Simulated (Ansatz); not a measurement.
Pressure against volume: Re

```
Re
1.0
    -1.55703    1.55703    1.55703
     1.55703   -1.55703    1.55703
     1.55703    1.55703   -1.55703
Re
1
Direct
  0.00000 0.00000 0.00000
```

The cell was built from the bcc type and relaxed in the same program, and has space group Im-3m; it needn't be a known or the stable phase.

Spin polarisation is left out, and whether a magnetic state lies lower isn't shown here.

Spin–orbit coupling is left out, though it moves levels of the heavy atoms by tenths of an eV or more.

Levels of theory: DFT, PBE, all-electron LAPW, scalar-relativistic (Ansatz 0.2.0); DFT, PBE, PAW with Ansatz's default frozen-core files, scalar-relativistic (Ansatz 0.2.0).

For LAPW: a Γ-centred 15×15×15 k mesh, Fermi–Dirac smearing of 0.05 eV, basis error target 0.25 meV/atom, no spin polarisation. PAW takes a cutoff of 420 eV at this cell. The Ansatz runs share mesh, smearing and spin set-up. Plane-wave (PAW) pressures include the program's estimate of the Pulay term.

The cell above is scaled evenly, with fractional coordinates and shape held.

```tsv
V/V(cell)	V (Å³/atom)	P, LAPW (GPa)	P, PAW (GPa)	free energy over the lowest listed, PAW (meV/atom)
0.9405	14.201	?	?	?
0.9800	14.797	7.55	7.48	6.9
1.0000	15.099	0.09	0.00	0.0
1.0200	15.401	-6.60	-6.69	6.4
1.0600	16.005	-17.93	-18.04	53.8
```

Task: Fill in the row V/V(cell) = 0.9405.

Result: P, LAPW (GPa) = 24.93, P, PAW (GPa) = 24.89, free energy over the lowest listed, PAW (meV/atom) = 66.0.

Task: What do Birch–Murnaghan fits to the pressures give?

Result: LAPW: V0 = 15.10 Å³/atom, B0 = 352 GPa, B0′ = 4.5; PAW: V0 = 15.10 Å³/atom, B0 = 353 GPa, B0′ = 4.5.

PAW's V0 lies -0.02 % from the all-electron value and its B0 0.3 %. Symmetry fixes shape and coordinates here, so this is the relaxed modulus.
